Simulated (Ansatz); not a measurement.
The system is Bi.

```xyz
1
Lattice="-1.9814 1.9814 1.9814 1.9814 -1.9814 1.9814 1.9814 1.9814 -1.9814" Properties=species:S:1:pos:R:3 pbc="T T T"
Bi    0.0000    0.0000    0.0000
```

This isn't the form of Bi at room conditions, which is rhombohedral.

| Quantity | Value |
| --- | --- |
| Program | Ansatz 0.2.0 |
| Task | relaxation of cell and atoms |
| Functional | revPBE |
| Dispersion | D3(BJ) |
| Potentials or basis | all-electron LAPW, scalar-relativistic |
| Basis error allowed | 0.001 eV/atom |
| k mesh | 9 × 9 × 9 |
| Occupations | fermi-dirac, width 0.05 eV |
| Spin | no spin polarisation |

At the start: volume 31.12 Å³/atom.

Problem. How do energy, volume and symmetry change on relaxing?

Solution. Over 4 steps the energy falls by 14.3 meV/atom and the volume is 29.56 Å³/atom (-5.0 %); space group Im-3m (No. 229, to 0.05 Å).

The path:
```tsv
step	energy change (eV)	largest force (eV/Å)	volume (Å³)
1	0.0000	0.0000	31.12
2	-0.0136	0.0000	29.20
3	-0.0143	0.0000	29.56
4	-0.0143	0.0000	29.56
```

Final structure:
```yaml
crystal:
  lattice:
    - [-1.94782, 1.94782, 1.94782]
    - [1.94782, -1.94782, 1.94782]
    - [1.94782, 1.94782, -1.94782]
  atoms:
    - { symbol: Bi, position: [0.00000, 0.00000, 0.00000] }
```
